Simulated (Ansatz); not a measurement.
# InPd (Fm-3m) in Ansatz: relaxation of cell and atoms with r2SCAN

Aim: the relaxation of cell and atoms of InPd with r2SCAN.

Everything below comes from runs of Ansatz 0.2.0. Logs are shortened: lines on timing, memory, paths and dates and some standing lists are left out, and cuts for length are marked.

## 1. The crystal as given

It takes space group Fm-3m (No. 225, cubic). The conventional cell has a = 5.492 Å, b = 5.492 Å, c = 5.492 Å, α = 90.00°, β = 90.00°, γ = 90.00°. Around In (site symmetry m-3m) lie 6 Pd at 2.75 Å. Pd (site symmetry m-3m) has 6 In at 2.75 Å as nearest neighbours.

The cell was built by a generator and needn't be a form met in nature.

## 2. Relaxation of cell and atoms, r2SCAN

input.yaml reads:

```yaml
crystal:
  lattice:
    - [0.0, 2.74607, 2.74607]
    - [2.74607, 0.0, 2.74607]
    - [2.74607, 2.74607, 0.0]
  atoms:
    - { symbol: In, position: [0.0, 0.0, 0.0] }
    - { symbol: Pd, position: [0.5, 0.5, 0.5] }
hamiltonian:
  xc: r2scan
  pseudopotentials: { kind: paw }
kpoints:
  mp_grid: { grid: [8, 8, 8] }
scf:
  occupations: { method: fermi_dirac, width: 0.05 }
output:
  forces: true
  stress: true
  eigenvalues: true
relax:
  f_tol: 0.01
  max_steps: 40
  cell: { stress_tol: 0.05 }
```

Potentials or basis: Ansatz PAW.

Started as:

```
> ansatz run input.yaml --threads 2 --pin off --max-ram 5632MiB --backend cpu --events-out ev --progress --plain --runs-dir out
```

The log of the run:

```text
Warning: RAYON_NUM_THREADS=2 ignored (pool sized by the plan → 2); use --threads N
Engine: ansatz 0.2.0, aarch64-unknown-linux-gnu
Pseudopotentials: kind: paw
Pseudopotential: In, paw, valence charge 13, recommended cutoff 500 eV (meta_gga), In.paw.azcp
Pseudopotential: Pd, paw, valence charge 18, recommended cutoff 500 eV (meta_gga), Pd.paw.azcp
Functional definition: r2SCAN
  parameter k0 = 0.174
  parameter k1 = 0.065
  parameter a1 = 4.9479
  exchange = r2scan_x(k0 = k0, k1 = k1, a1 = a1)
  correlation = r2scan_c
Crystal: 2 atoms, lattice volume = 41.416 Å³
Basis set: ecut = 500 eV, 1067 PW (Γ), exchange–correlation on 120×120×120 points (64 copies of the dense FFT grid, shifted against one another)
Bands: 20, of which v1, the nominal top of the filled ones, is band 16 counted from 1 (15 counted from 0)
Symmetry: 48 space group operations
Space group: Fm-3m (ITA 225), of the structure as read, at distance tolerance 3.5e-5 Å
k-points: 29 of 512
Non-local potential: In, projectors of the file, l = 0: 2, l = 1: 2, l = 2: 2, l = 3: 2
Non-local potential: Pd, projectors of the file, l = 0: 2, l = 1: 2, l = 2: 2, l = 3: 1
PAW form: soft (Blöchl's): semilocal exchange-correlation on the pseudo side does not see the compensation charge
PAW frozen core: In, regenerated for the run's functional (the file was generated under x = pbe(κ = 0.804, μ = 0.2195149727645171), c = pbe(β = 0.06672455060314922))
PAW frozen core: Pd, regenerated for the run's functional (the file was generated under x = pbe(κ = 0.804, μ = 0.2195149727645171), c = pbe(β = 0.06672455060314922))
PAW one-centre angular grid: In, 590 points (default); XC on 289 of its mesh's 2783 points in the sphere
PAW one-centre angular grid: Pd, 590 points (default); XC on 160 Gauss nodes
Initial density: superposition of atomic densities (neutral atoms: chi_scale 0, normalization atom), corrected by the library's trained network
Initial wavefunctions: pseudopotential atomic-orbital guess
Functional: x = r2scan, c = r2scan; τ floored in thin density (d = 2e-4 eV/Å³)
SCF iter   1: F=—  HF=-12598.185422 eV  |F-HF|=—  |Δ(HF+E_count)|=         —  Δρ=1.23e-2  dr2=5.14e-2  dr2_τ=1.41e-2  ethr=1.77e-3  ⟨swp⟩=5.8  Hψ=2601  notcnv=0
preconditioner: auto → Kerker (q_TF=auto, 2.600 Å⁻¹)  [metal: Δε(μ)=0.069 eV  Ē_g=14.336 eV  σ=0.050 eV  W_gap=0.32  n_scr=14 (ndim 8)  ℏωp=27.7 eV  f_vac=0.000  D(μ)=1.17/eV (n_scr^D=8)]
SCF iter   2: F=—  HF=-12598.196905 eV  |F-HF|=—  |Δ(HF+E_count)|=   1.15e-2  Δρ=6.04e-3  dr2=5.95e-3  dr2_τ=9.03e-4  ethr=1.66e-4  ⟨swp⟩=2.2  Hψ=1071  notcnv=0  defer=10
SCF iter   3: F=—  HF=-12598.196427 eV  |F-HF|=—  |Δ(HF+E_count)|=   4.78e-4  Δρ=2.21e-3  dr2=1.81e-3  dr2_τ=1.18e-4  ethr=1.92e-5  ⟨swp⟩=2.7  Hψ=1057  notcnv=0  defer=10
SCF iter   4: F=—  HF=-12598.196087 eV  |F-HF|=—  |Δ(HF+E_count)|=   3.39e-4  Δρ=4.49e-4  dr2=8.90e-5  dr2_τ=4.92e-6  ethr=5.84e-6  ⟨swp⟩=2.4  Hψ=877  notcnv=0  defer=10
SCF iter   5: F=—  HF=-12598.196138 eV  |F-HF|=—  |Δ(HF+E_count)|=   5.02e-5  Δρ=2.00e-4  dr2=1.44e-5  dr2_τ=3.09e-7  ethr=2.87e-7  ⟨swp⟩=2.1  Hψ=697  notcnv=0  defer=10
SCF iter   6: F=—  HF=-12598.196149 eV  |F-HF|=—  |Δ(HF+E_count)|=   1.18e-5  Δρ=4.87e-5  dr2=9.73e-7  dr2_τ=2.68e-8  ethr=4.65e-8  ⟨swp⟩=2.1  Hψ=779  notcnv=0  defer=10
SCF iter   7: F=-12598.196150 eV  HF=-12598.196150 eV  |F-HF|=2.82e-8  |Δ(HF+E_count)|=   7.80e-7  Δρ=9.19e-6  dr2=2.56e-8  dr2_τ=3.89e-9  ethr=3.23e-10  ⟨swp⟩=4.4  Hψ=2536  notcnv=0
SCF 1 converged in 7 iterations: F = -12598.196150 eV  dr2 = 2.56e-8
relax step   1: F+E_penalty+E_count = -12598.19615025 eV  Δ(F+E_penalty+E_count) = +0.000e0 eV  max|allowed force component| = 3.096e-29 eV/Å  Δτ_max = 0.0000 Å  P = -2.937 GPa  Ω = 41.416 Å³  (7 SCF iters, dr2 threshold 1.00e-7 eV, accepted)
Crystal: 2 atoms, lattice volume = 38.967 Å³
Basis set: ecut = 500 eV, 965 PW (Γ), exchange–correlation on 120×120×120 points (64 copies of the dense FFT grid, shifted against one another)
Initial density: handed on by an earlier stage of this run
Initial wavefunctions: those handed on with the density
iter 1 solved again at ethr=2.04e-4 eV; its pass at ethr=3.10e-3 eV (dr2=6.33e-2 eV) is discarded
SCF iter   1: F=—  HF=-12598.038084 eV  |F-HF|=—  |Δ(HF+E_count)|=         —  Δρ=1.06e-2  dr2=6.39e-2  dr2_τ=8.66e-2  ethr=2.04e-4  ⟨swp⟩=1.0  Hψ=3229  notcnv=0
preconditioner: auto → none  [insulator: Δε(μ)=0.177 eV  Ē_g=14.682 eV  σ=0.050 eV  W_gap=0.62  n_scr=14 (ndim 8)  ℏωp=28.5 eV  f_vac=0.000  D(μ)=0.97/eV (n_scr^D=8)  ε∞_Penn≈4.8]
[... 23 lines left out ...]
SCF iter   1: F=—  HF=-12598.209482 eV  |F-HF|=—  |Δ(HF+E_count)|=         —  Δρ=3.65e-4  dr2=7.66e-5  dr2_τ=7.86e-5  ethr=2.11e-7  ⟨swp⟩=2.1  Hψ=2966  notcnv=0
preconditioner: auto → Kerker (q_TF=auto, 2.614 Å⁻¹)  [metal: Δε(μ)=0.062 eV  Ē_g=14.477 eV  σ=0.050 eV  W_gap=0.28  n_scr=14 (ndim 8)  ℏωp=28.1 eV  f_vac=0.000  D(μ)=1.03/eV (n_scr^D=8)]
SCF iter   2: F=—  HF=-12598.209638 eV  |F-HF|=—  |Δ(HF+E_count)|=   1.56e-4  Δρ=1.66e-4  dr2=7.04e-6  dr2_τ=3.03e-6  ethr=2.11e-7  ⟨swp⟩=2.1  Hψ=780  notcnv=0
SCF iter   3: F=—  HF=-12598.209638 eV  |F-HF|=—  |Δ(HF+E_count)|=   8.69e-8  Δρ=6.54e-5  dr2=8.67e-7  dr2_τ=1.00e-7  ethr=2.27e-8  ⟨swp⟩=2.2  Hψ=766  notcnv=0
SCF iter   4: F=—  HF=-12598.209638 eV  |F-HF|=—  |Δ(HF+E_count)|=   2.16e-7  Δρ=3.05e-5  dr2=5.11e-7  dr2_τ=1.98e-8  ethr=2.80e-9  ⟨swp⟩=2.0  Hψ=1029  notcnv=0
SCF iter   5: F=-12598.209638 eV  HF=-12598.209638 eV  |F-HF|=1.48e-8  |Δ(HF+E_count)|=   9.56e-8  Δρ=5.71e-6  dr2=2.07e-8  dr2_τ=1.97e-10  ethr=2.91e-10  ⟨swp⟩=3.1  Hψ=1986  notcnv=0
SCF 4 converged in 5 iterations: F = -12598.209638 eV  dr2 = 2.07e-8
relax step   4: F+E_penalty+E_count = -12598.20963775 eV  Δ(F+E_penalty+E_count) = -9.697e-5 eV  max|allowed force component| = 3.231e-29 eV/Å  Δτ_max = 0.0000 Å  P = -0.011 GPa  Ω = 40.093 Å³  energy of the carried Pulay correction = +8.972e-4 eV  (5 SCF iters, dr2 threshold 9.02e-8 eV, accepted)
Initial wavefunctions: pseudopotential atomic-orbital guess (no wavefunctions were taken with the density)
iter 1 solved again at ethr=2.48e-8 eV; its pass at ethr=3.10e-3 eV (dr2=7.70e-6 eV) is discarded
SCF iter   1: F=—  HF=-12598.208779 eV  |F-HF|=—  |Δ(HF+E_count)|=         —  Δρ=1.05e-4  dr2=5.90e-7  dr2_τ=4.06e-6  ethr=2.48e-8  ⟨swp⟩=3.4  Hψ=4254  notcnv=0
preconditioner: auto → Kerker (q_TF=auto, 2.614 Å⁻¹)  [metal: Δε(μ)=0.062 eV  Ē_g=14.476 eV  σ=0.050 eV  W_gap=0.28  n_scr=14 (ndim 8)  ℏωp=28.1 eV  f_vac=0.000  D(μ)=1.03/eV (n_scr^D=8)]
SCF iter   2: F=—  HF=-12598.208780 eV  |F-HF|=—  |Δ(HF+E_count)|=   1.10e-6  Δρ=5.59e-5  dr2=2.34e-7  dr2_τ=1.78e-7  ethr=1.90e-9  ⟨swp⟩=2.0  Hψ=1002  notcnv=0
SCF iter   3: F=—  HF=-12598.208780 eV  |F-HF|=—  |Δ(HF+E_count)|=   2.69e-7  Δρ=1.23e-5  dr2=4.21e-8  dr2_τ=1.20e-8  ethr=7.53e-10  ⟨swp⟩=2.0  Hψ=756  notcnv=0
SCF iter   4: F=—  HF=-12598.208780 eV  |F-HF|=—  |Δ(HF+E_count)|=   3.11e-9  Δρ=2.65e-6  dr2=8.57e-10  dr2_τ=3.54e-10  ethr=1.36e-10  ⟨swp⟩=2.0  Hψ=988  notcnv=0
SCF iter   5: F=—  HF=-12598.208780 eV  |F-HF|=—  |Δ(HF+E_count)|=   1.70e-9  Δρ=3.16e-7  dr2=4.83e-11  dr2_τ=5.87e-12  ethr=2.77e-12  ⟨swp⟩=2.0  Hψ=1006  notcnv=0
SCF iter   6: F=-12598.208780 eV  HF=-12598.208780 eV  |F-HF|=1.09e-11  |Δ(HF+E_count)|=  9.46e-11  Δρ=1.39e-7  dr2=1.03e-11  dr2_τ=1.13e-13  ethr=1.00e-12  ⟨swp⟩=5.5  Hψ=2398  notcnv=0
SCF 5 converged in 6 iterations: F = -12598.208780 eV  dr2 = 1.03e-11
relax step   5: F+E_penalty+E_count = -12598.20878036 eV  Δ(F+E_penalty+E_count) = +8.574e-4 eV  max|allowed force component| = 2.899e-29 eV/Å  Δτ_max = 0.0000 Å  P = -0.026 GPa  Ω = 40.093 Å³  stress off target by 2.59e-2 GPa  SCF on the basis re-selected at this cell (its energy is not comparable with the rows above)  (6 SCF iters)
basis re-selected at this cell: Δ(F+E_penalty+E_count) = +8.574e-4 eV, ΔP = -0.015 GPa vs the last step (what re-selecting the basis moved, of the pressure what is left beyond the Pulay correction that the steps carried, after the strain that the cell walked since its last selection, with what the two solves' SCF thresholds leave and, on support functions, any second-order correction that the steps lacked; it is no measure of the basis error at this ecutwfc). This SCF's stress stands 2.59e-2 GPa from its target on what of the cell is left free (relax.cell.stress_tol is 5.00e-2 GPa) and its largest allowed force component is 2.90e-29 eV/Å (relax.f_tol is 1.00e-2 eV/Å): within both
SCF converged after 6 iterations
Free energy (F): -12598.208780 eV
Harris-Foulkes:  -12598.208780 eV  (|F-HF|=1.09e-11)
Internal energy: -12598.200119 eV  (E = F + TS)
E sigma→0 (E₀):  -12598.204450 eV
Entropy (-TS):   -0.008661 eV (-4.330 meV/atom)
Fermi energy:    14.042010 eV
--- Per-component energies (eV) ---
  E_band       = -249.730925
  E_kinetic    = 761.058304
  E_local      = -3290.911907  (includes V_loc(G=0)·N_el)
  E_nonlocal   = 585.115538
  E_hartree    = 1336.012958
  E_xc         = -361.947065
  E_vxc        = -340.667453  (∫ρ·V_xc dr)
  E_paw        = -7956.803255  (= ΣΔE_a)
  E_vpaw       = -661.295933  (= ΣTr[D̂ρ^β])
  E_aug_tail   = 0.000117  (compensation charges beyond the density's cutoff)
  E_vtau       = 24.944374  (kinetic-family band-sum trace: ∫τ·v_τ [+ j·A + Jᵃ·Aᵃ] dr)
  E_ewald      = -3671.238269
  E_core_change = 0.513459  (= ΣΔE_core)
  E_smearing   = -0.008661  (= −TS)
  E_closure    = 0.000000  (closes the sum)
  Σ components = -12598.208780   (vs F -12598.208780, Δ=0.00e0)
--- Forces (eV/Å), atoms counted from 1 ---
  atom   1  In    -0.00000000     0.00000000     0.00000000
  atom   2  Pd     0.00000000    -0.00000000    -0.00000000
  max |Σ_I F_I| component: 5.56e-29 eV/Å
--- Stress (GPa, compression-positive) ---
       -0.025869       0.000000       0.000000
        0.000000      -0.025869       0.000000
        0.000000       0.000000      -0.025869
  P = ⅓ Tr σ = -0.0259 GPa (-0.259 kbar)
--- Band table (eV; the first three rows and the last of 29) ---
  k-point 0: bands = ["-72.9653", "-37.8979", "-37.8979", "-37.8979", "-1.3013", "-1.3013", "-1.1938", "-1.1938", "-1.1938", "4.6912", "10.8311", "10.8311", "10.8311", "11.1483", "11.1483", "19.7735", "19.7735", "19.7735", "23.3937", "26.2561"]
  k-point 1: bands = ["-72.9652", "-37.8992", "-37.8982", "-37.8982", "-1.2874", "-1.2874", "-1.1895", "-1.1793", "-1.1793", "4.9675", "10.7378", "10.8231", "10.8231", "11.0351", "11.0351", "18.2204", "19.9918", "19.9918", "23.2241", "25.8275"]
  k-point 2: bands = ["-72.9651", "-37.9022", "-37.8989", "-37.8989", "-1.2578", "-1.2578", "-1.1796", "-1.1395", "-1.1395", "5.7827", "10.4600", "10.5320", "10.5320", "11.0664", "11.0664", "15.5450", "20.5202", "20.5202", "22.7728", "24.4775"]
  k-point 28: bands = ["-72.9649", "-37.9033", "-37.9033", "-37.9019", "-1.3025", "-1.1993", "-1.1467", "-1.1467", "-1.0316", "8.0234", "10.3291", "10.3692", "10.3692", "11.4615", "13.6967", "13.6967", "14.1397", "14.2485", "24.9465", "25.0714"]
--- Relaxed structure (4 steps of the walk, 4 accepted, 1 SCFs on fresh bases) ---
  F+E_penalty+E_count = -12598.20878036 eV   max|allowed force component| = 2.899e-29 eV/Å   (the final SCF, on the basis selected at the relaxed cell)
  cell:  # Å, volume = 40.0925 Å³
    - [2.5986397367767512e-33, 2.7165084116067817, 2.7165084116067817]
    - [2.7165084116067817, -2.6495934571057065e-33, 2.7165084116067817]
    - [2.7165084116067817, 2.7165084116067817, -3.1081769400663095e-33]
  atoms:
    - { symbol: In, position: [1.0958444388065165e-35, -1.6072385102568038e-35, -2.045576285778364e-35] }
    - { symbol: Pd, position: [0.5, 0.5, 0.5] }
```

It took 10 s on 2 threads of Arm Neoverse V1, shared host; peak memory 0.45 GiB.

What came out:

```
Free energy                            : -12598.2088 eV
Relaxed volume                         : 20.05 Å³/atom
Relaxed cell                           : a = 3.842 Å, b = 3.842 Å, c = 3.842 Å, α = 60.00°, β = 60.00°, γ = 60.00°
Space group after relaxing (to 0.05 Å) : Fm-3m (No. 225)
Energy gained by relaxing              : 6.3 meV/atom
Ionic steps                            : 5
Pressure after relaxing                : 0.0 GPa
Band gap on the k mesh                 : none (metal or under the smearing width)
```

Step by step:
| step | energy change (eV) | largest force (eV/Å) | volume (Å³) |
| --- | --- | --- | --- |
| 1 | 0.0000 | 0.0000 | 41.42 |
| 2 | -0.0041 | 0.0000 | 38.97 |
| 3 | -0.0134 | 0.0000 | 40.17 |
| 4 | -0.0135 | 0.0000 | 40.09 |
| 5 | -0.0126 | 0.0000 | 40.09 |

Final structure:
```cif
data_structure
_symmetry_space_group_name_H-M 'P 1'
_symmetry_Int_Tables_number 1
_cell_length_a 3.8417
_cell_length_b 3.8417
_cell_length_c 3.8417
_cell_angle_alpha 60.000
_cell_angle_beta 60.000
_cell_angle_gamma 60.000
_cell_volume 40.09
loop_
_atom_site_label
_atom_site_type_symbol
_atom_site_fract_x
_atom_site_fract_y
_atom_site_fract_z
_atom_site_occupancy
In1 In 0.00000 0.00000 0.00000 1
Pd1 Pd 0.50000 0.50000 0.50000 1
```

Caveat: the plane-wave basis is chosen anew once the cell has moved, so the energies of steps on either side of that aren't comparable; the PAW data sets come from PBE, with cores solved anew for the run's functional, which leaves a small shift of forces and pressure.
